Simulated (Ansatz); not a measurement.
# TaS2 (P-3m1) in Ansatz: notebook

The runs below take TaS2 through single point, equation of state, with LDA.

All numbers are computed with Ansatz 0.2.0; they aren't measurements. Logs are shortened: lines on timing, memory, paths and dates and some standing lists are left out, and cuts for length are marked.

### 1 Starting point

The structure is trigonal, space group P-3m1 (No. 164). The conventional cell has a = 3.350 Å, b = 3.350 Å, c = 5.860 Å, α = 90.00°, β = 90.00°, γ = 120.00°. Ta (site symmetry -3m) has 6 S at 2.43 Å as nearest neighbours. S (site symmetry 3m) has 3 Ta at 2.43 Å as nearest neighbours.

### 2 Single point, LDA, 17.85 Å³/atom (volume scaled by 0.94)

input.yaml

```yaml
crystal:
  lattice:
    - [3.2816134642, 0.0, 0.0]
    - [-1.6408067321, 2.8419606254, 0.0]
    - [0.0, 0.0, 5.7403745971]
  atoms:
    - { symbol: Ta, position: [0.0, 0.0, 0.0] }
    - { symbol: S, position: [0.6666666667, 0.3333333333, 0.75] }
    - { symbol: S, position: [0.3333333333, 0.6666666667, 0.25] }
kpoints:
  mp_grid: { grid: [9, 9, 5] }
scf:
  occupations: { method: fermi_dirac, width: 0.05 }
hamiltonian:
  xc: lda
  pseudopotentials: { kind: all_electron, lapw: { basis_error: 0.002 } }
output:
  forces: true
  stress: true
  eigenvalues: true
```

Potentials or basis: all-electron LAPW, scalar-relativistic.

Command:

```sh
$ ansatz run input.yaml --threads 2 --pin off --max-ram 6144MiB --backend cpu --events-out ev --progress --plain --runs-dir out
```

What it wrote:

```text
Warning: RAYON_NUM_THREADS=2 ignored (pool sized by the plan → 2); use --threads N
LAPW: plane waves up to 8.472 Å⁻¹, error target 2.0e-3 eV per atom; small_component_spin mean_spin; S in spheres of 1.012 Å, 14 of its electrons in bands, Dirac shells []; Ta in spheres of 1.365 Å, 43 of its electrons in bands, Dirac shells [] (how accurate: hamiltonian.pseudopotentials.lapw.basis_error, Limitations)
Engine: ansatz 0.2.0, x86_64-unknown-linux-gnu
Pseudopotentials: kind: all_electron
Pseudopotential: Ta, LAPW, valence charge 43, lapw/all_electron/scalar/gaussian/Ta, Koelling and Harmon's equation, gaussian nucleus
Pseudopotential: S, LAPW, valence charge 14, lapw/all_electron/scalar/gaussian/S, Koelling and Harmon's equation, gaussian nucleus
Functional definition: SPW92
  exchange = slater_x
  correlation = pw_c
Crystal: 3 atoms, lattice volume = 53.536 Å³
Basis set: ecut = 273.4368145057953 eV, 549 PW (Γ), exchange–correlation at level 2
Bands: 43, of which v1, the nominal top of the filled ones, is band 36 counted from 1 (35 counted from 0)
Symmetry: 12 space group operations
Space group: P-3m1 (ITA 164), of the structure as read, at distance tolerance 3.8e-5 Å
k-points: 50 of 405
Non-local potential: Ta, projectors of the file, none
Non-local potential: S, projectors of the file, none
Initial density: superposition of atomic densities (chi_scale 0.1, normalization cell, long waves kept (reshape's long-wave potential 0.16 eV rms))
Initial wavefunctions: plane waves of lowest kinetic energy (no species holds an atomic orbital)
Functional: x = slater, c = lda
iter 1 solved again at ethr=1.82e-3 eV; its pass at ethr=1.00e-1 eV (dr2=1.29e0 eV) is discarded
SCF iter   1: F=—  HF=-445983.788278 eV  |F-HF|=—  |Δ(HF+E_count)|=         —  Δρ=4.48e-2  dr2=1.29e0  ethr=1.82e-3  ⟨swp⟩=2.0  Hψ=13978  notcnv=0
preconditioner: auto → LDOS  [metal: Δε(μ)=0.043 eV  Ē_g=17.179 eV  σ=0.050 eV  W_gap=0.20  n_scr=22 (ndim 8)  ℏωp=28.3 eV  f_vac=0.111  D(μ)=1.68/eV (n_scr^D=10)  β→1.0]
SCF iter   2: F=—  HF=-445983.478524 eV  |F-HF|=—  |Δ(HF+E_count)|=   3.10e-1  Δρ=2.53e-2  dr2=4.51e-1  ethr=1.82e-3  ⟨swp⟩=3.0  Hψ=7079  notcnv=0
iter 3 solved again at ethr=2.86e-5 eV; its pass at ethr=6.35e-4 eV (dr2=2.03e-2 eV) is discarded
SCF iter   3: F=—  HF=-445983.258906 eV  |F-HF|=—  |Δ(HF+E_count)|=   2.20e-1  Δρ=5.68e-3  dr2=2.03e-2  ethr=2.86e-5  ⟨swp⟩=2.0  Hψ=11457  notcnv=0
SCF iter   4: F=—  HF=-445983.223270 eV  |F-HF|=—  |Δ(HF+E_count)|=         —  Δρ=2.78e-3  dr2=4.35e-3  ethr=2.86e-5  ⟨swp⟩=2.0  Hψ=6099  notcnv=0
the basis was enlarged: its passes take 85.3 KiB over the memory plan, 2 of 2 planned eigensolver slots
SCF iter   5: F=—  HF=-445983.218115 eV  |F-HF|=—  |Δ(HF+E_count)|=   5.15e-3  Δρ=7.97e-4  dr2=3.45e-4  ethr=6.12e-6  ⟨swp⟩=2.0  Hψ=6096  notcnv=0
SCF iter   6: F=—  HF=-445983.217967 eV  |F-HF|=—  |Δ(HF+E_count)|=   1.47e-4  Δρ=1.66e-4  dr2=1.24e-5  ethr=4.86e-7  ⟨swp⟩=2.0  Hψ=6094  notcnv=0
SCF iter   7: F=—  HF=-445983.217965 eV  |F-HF|=—  |Δ(HF+E_count)|=   2.83e-6  Δρ=2.59e-5  dr2=3.12e-7  ethr=1.74e-8  ⟨swp⟩=2.0  Hψ=6094  notcnv=0
SCF iter   8: F=-445983.217965 eV  HF=-445983.217965 eV  |F-HF|=8.15e-10  |Δ(HF+E_count)|=   3.87e-8  Δρ=2.62e-6  dr2=2.04e-9  ethr=4.40e-10  ⟨swp⟩=2.0  Hψ=6094  notcnv=0
SCF 1 converged in 8 iterations: F = -445983.217965 eV  dr2 = 2.04e-9
SCF converged after 8 iterations
Free energy (F): -445983.217965 eV
Harris-Foulkes:  -445983.217965 eV  (|F-HF|=8.15e-10)
Internal energy: -445983.203920 eV  (E = F + TS)
E sigma→0 (E₀):  -445983.210942 eV
Entropy (-TS):   -0.014045 eV (-4.682 meV/atom)
Fermi energy:    14.046079 eV
--- Per-component energies (eV) ---
  E_band       = -6903.583674
  E_kinetic    = 495283.069157
  E_xc         = -9704.740975
  E_electrostatic = -931561.532102  (all electrons and nuclei)
  E_smearing   = -0.014045  (= −TS)
  E_closure    = 0.000000  (closes the sum)
  E_atoms      = -445959.951716  (free atoms, spherical and without spin; not in F)
  Σ components = -445983.217965   (vs F -445983.217965, Δ=0.00e0)
  Basis errors (estimates in eV, not in F): energy 8.8e-4 per atom: plane waves 7.9e-4 (4.7e-4 summed), levels above the bands 3.3e-78, relativity 9.5e-9, radial functions 9.1e-5, core shells 6.1e-8; eigenvalues (radial functions only) 3.1e-6; not estimated: angular momenta, meshes, grids; target (lapw.basis_error) 2.0e-3; muffin-tin radii S 1.012 Å, Ta 1.365 Å
--- Forces (eV/Å), atoms counted from 1 ---
  atom   1  Ta     0.00000000     0.00000000     0.00000000
  atom   2  S      0.00000000    -0.00000000    -1.89830975
  atom   3  S      0.00000000     0.00000000     1.89830975
  max |Σ_I F_I| component: 2.31e-18 eV/Å
--- Stress (GPa, compression-positive) ---
        9.748311      -0.000000       0.000000
        0.000000       9.748311      -0.000000
        0.000000      -0.000000      15.032168
  P = ⅓ Tr σ = 11.5096 GPa (115.096 kbar)
--- Band table (eV; the first three rows and the last of 50) ---
  k-point 0: bands = ["-380.8419", "-380.8419", "-380.8126", "-202.9317", "-202.9317", "-202.9060", "-202.9008", "-202.9008", "-190.7565", "-190.7565", "-136.4506", "-136.4506", "-136.4506", "-136.4506", "-136.4372", "-136.4372", "-54.4147", "-21.0106", "-20.9191", "-20.9191", "-6.2803", "-6.2363", "-6.2293", "-6.2293", "-6.2148", "-6.2018", "-6.2018", "-1.3976", "0.9968", "6.7074", "9.5993", "9.5993", "12.8089", "13.4222", "13.4222", "14.0254", "14.0254", "14.2515", "18.4228", "18.4228", "19.3039", "20.0606", "23.0223"]
  k-point 1: bands = ["-380.8419", "-380.8419", "-380.8126", "-202.9317", "-202.9317", "-202.9060", "-202.9008", "-202.9008", "-190.7566", "-190.7565", "-136.4506", "-136.4506", "-136.4506", "-136.4506", "-136.4372", "-136.4372", "-54.4147", "-21.0107", "-20.9191", "-20.9191", "-6.2803", "-6.2363", "-6.2293", "-6.2293", "-6.2148", "-6.2018", "-6.2018", "-1.3088", "0.7977", "7.0968", "9.6094", "9.6094", "11.8457", "13.3666", "13.3666", "14.0136", "14.0136", "14.8960", "18.5870", "18.5870", "19.2949", "20.5844", "23.1360"]
  k-point 2: bands = ["-380.8419", "-380.8419", "-380.8126", "-202.9317", "-202.9317", "-202.9060", "-202.9008", "-202.9008", "-190.7566", "-190.7565", "-136.4506", "-136.4506", "-136.4506", "-136.4506", "-136.4372", "-136.4372", "-54.4147", "-21.0109", "-20.9191", "-20.9191", "-6.2803", "-6.2363", "-6.2293", "-6.2293", "-6.2148", "-6.2018", "-6.2018", "-1.1306", "0.4578", "7.9235", "9.6260", "9.6260", "10.5689", "13.2806", "13.2806", "13.9936", "13.9936", "15.4195", "18.8729", "18.8729", "19.4757", "21.4293", "23.2728"]
  k-point 49: bands = ["-380.8419", "-380.8419", "-380.8126", "-202.9317", "-202.9317", "-202.9060", "-202.9008", "-202.9008", "-190.7565", "-190.7565", "-136.4506", "-136.4506", "-136.4506", "-136.4506", "-136.4372", "-136.4372", "-54.3939", "-21.1926", "-21.1926", "-20.9201", "-6.2626", "-6.2488", "-6.2279", "-6.2279", "-6.2091", "-6.2091", "-6.2016", "1.0515", "1.0515", "8.2122", "8.2122", "8.3611", "10.2442", "10.4320", "10.4320", "15.3330", "15.6139", "15.6139", "19.3468", "19.3468", "21.1595", "22.8899", "22.8899"]
```

It took 4.6 s on 2 threads of AMD EPYC 9R45 (Zen 5), shared host; peak memory 0.47 GiB.

What came out:

```
Free energy            : -445983.2180 eV
Pressure               : 11.5 GPa
Largest force          : 1.898 eV/Å
Band gap on the k mesh : none (metal or under the smearing width)
```

Caveat: forces of over 1 eV/Å show positions far from the minimum, so gaps and moduli don't describe the material at rest.

### 3 Single point, LDA, 18.23 Å³/atom (volume scaled by 0.96)

input.yaml: that of step 2 with these lines changed.

```diff
@@ -2,5 +2,5 @@
   lattice:
-    - [3.2816134642, 0.0, 0.0]
-    - [-1.6408067321, 2.8419606254, 0.0]
-    - [0.0, 0.0, 5.7403745971]
+    - [3.3047241796, 0.0, 0.0]
+    - [-1.6523620898, 2.8619750921, 0.0]
+    - [0.0, 0.0, 5.7808011022]
   atoms:
```

Potentials or basis: all-electron LAPW, scalar-relativistic.

Command:

```sh
$ ansatz run input.yaml --threads 2 --pin off --max-ram 6144MiB --backend cpu --events-out ev --progress --plain --runs-dir out
```

Run time: 4.5 s. Hardware: 2 threads of AMD EPYC 9R45 (Zen 5), shared host; peak memory 0.46 GiB.

Results (log left out):

```
Free energy            : -445983.2863 eV
Pressure               : 7.8 GPa
Largest force          : 1.495 eV/Å
Band gap on the k mesh : none (metal or under the smearing width)
```

Caveat: forces of over 1 eV/Å show positions far from the minimum, so gaps and moduli don't describe the material at rest.

### 4 Single point, LDA, 18.60 Å³/atom (volume scaled by 0.98)

input.yaml: that of step 3 with these lines changed.

```diff
@@ -2,5 +2,5 @@
   lattice:
-    - [3.3047241796, 0.0, 0.0]
-    - [-1.6523620898, 2.8619750921, 0.0]
-    - [0.0, 0.0, 5.7808011022]
+    - [3.3275161011, 0.0, 0.0]
+    - [-1.6637580505, 2.8817134751, 0.0]
+    - [0.0, 0.0, 5.8206699559]
   atoms:
```

Command:

```sh
$ ansatz run input.yaml --threads 2 --pin off --max-ram 6144MiB --backend cpu --events-out ev --progress --plain --runs-dir out
```

Wall time 4.1 s (2 threads of AMD EPYC 9R45 (Zen 5), shared host); peak memory 0.45 GiB.

Results (log left out):

```yaml
Free_energy: -445983.3297 eV
Pressure: 4.4 GPa
Largest_force: 1.120 eV/Å
Band_gap_on_the_k_mesh: none (metal or under the smearing width)
```

Caveat: forces of over 1 eV/Å show positions far from the minimum, so gaps and moduli don't describe the material at rest.

### 5 Single point, LDA, 18.98 Å³/atom

input.yaml: that of step 4 with these lines changed.

```diff
@@ -2,5 +2,5 @@
   lattice:
-    - [3.3275161011, 0.0, 0.0]
-    - [-1.6637580505, 2.8817134751, 0.0]
-    - [0.0, 0.0, 5.8206699559]
+    - [3.35, 0.0, 0.0]
+    - [-1.675, 2.9011851027, 0.0]
+    - [0.0, 0.0, 5.86]
   atoms:
```

Command:

```sh
$ ansatz run input.yaml --threads 2 --pin off --max-ram 6144MiB --backend cpu --events-out ev --progress --plain --runs-dir out
```

Wall time 4.1 s (2 threads of AMD EPYC 9R45 (Zen 5), shared host); peak memory 0.45 GiB.

Results (log left out):

- Free energy: -445983.3502 eV
- Pressure: 1.4 GPa
- Largest force: 0.772 eV/Å
- Band gap on the k mesh: none (metal or under the smearing width)

### 6 Single point, LDA, 19.36 Å³/atom (volume scaled by 1.02)

input.yaml: that of step 5 with these lines changed.

```diff
@@ -2,5 +2,5 @@
   lattice:
-    - [3.35, 0.0, 0.0]
-    - [-1.675, 2.9011851027, 0.0]
-    - [0.0, 0.0, 5.86]
+    - [3.372186077, 0.0, 0.0]
+    - [-1.6860930385, 2.920398809, 0.0]
+    - [0.0, 0.0, 5.898809078]
   atoms:
```

Potentials or basis: all-electron LAPW, scalar-relativistic.

Command:

```sh
$ ansatz run input.yaml --threads 2 --pin off --max-ram 6144MiB --backend cpu --events-out ev --progress --plain --runs-dir out
```

Run time: 4 s. Hardware: 2 threads of AMD EPYC 9R45 (Zen 5), shared host; peak memory 0.44 GiB.

Results (log left out):

```yaml
Free_energy: -445983.3503 eV
Pressure: -1.3 GPa
Largest_force: 0.446 eV/Å
Band_gap_on_the_k_mesh: none (metal or under the smearing width)
```

### 7 Single point, LDA, 19.74 Å³/atom (volume scaled by 1.04)

input.yaml: that of step 6 with these lines changed.

```diff
@@ -2,5 +2,5 @@
   lattice:
-    - [3.372186077, 0.0, 0.0]
-    - [-1.6860930385, 2.920398809, 0.0]
-    - [0.0, 0.0, 5.898809078]
+    - [3.3940840028, 0.0, 0.0]
+    - [-1.6970420014, 2.939362969, 0.0]
+    - [0.0, 0.0, 5.9371141064]
   atoms:
```

Command:

```sh
$ ansatz run input.yaml --threads 2 --pin off --max-ram 6144MiB --backend cpu --events-out ev --progress --plain --runs-dir out
```

Run time: 3.9 s. Hardware: 2 threads of AMD EPYC 9R45 (Zen 5), shared host; peak memory 0.44 GiB.

It converged, with:

```
Free energy            : -445983.3320 eV
Pressure               : -3.8 GPa
Largest force          : 0.143 eV/Å
Band gap on the k mesh : none (metal or under the smearing width)
```

### 8 Single point, LDA, 20.12 Å³/atom (volume scaled by 1.06)

input.yaml: that of step 7 with these lines changed.

```diff
@@ -2,5 +2,5 @@
   lattice:
-    - [3.3940840028, 0.0, 0.0]
-    - [-1.6970420014, 2.939362969, 0.0]
-    - [0.0, 0.0, 5.9371141064]
+    - [3.4157029551, 0.0, 0.0]
+    - [-1.7078514776, 2.9580855309, 0.0]
+    - [0.0, 0.0, 5.9749311394]
   atoms:
```

Command:

```sh
$ ansatz run input.yaml --threads 2 --pin off --max-ram 6144MiB --backend cpu --events-out ev --progress --plain --runs-dir out
```

It took 3.8 s on 2 threads of AMD EPYC 9R45 (Zen 5), shared host; peak memory 0.43 GiB.

Results (log left out):

* Free energy: -445983.2969 eV
* Pressure: -6.0 GPa
* Largest force: 0.139 eV/Å
* Band gap on the k mesh: none (metal or under the smearing width)

### 9 Equation of state, LDA

Potentials or basis: all-electron LAPW, scalar-relativistic.

No new run: the results of the series are fitted here.

What came out:

```yaml
Equilibrium_volume: 19.18 Å³/atom
Bulk_modulus_at_fixed_shape_and_positions: 138 GPa
Pressure_derivative_of_the_bulk_modulus: 4.1
```

Energy against volume, from the lowest point:
```
volume (Å³/atom)  energy (meV/atom)
          17.845              44.13
          18.225              21.35
          18.605               6.89
          18.984               0.04
          19.364               0.00
          19.744               6.13
          20.123              17.81
```

Caveat: the cell was scaled at fixed shape and fractional positions, which overstates the stiffness of a crystal with free parameters, most of all of layers and chains. The run has no spin-orbit coupling, so splittings on Ta are missing.
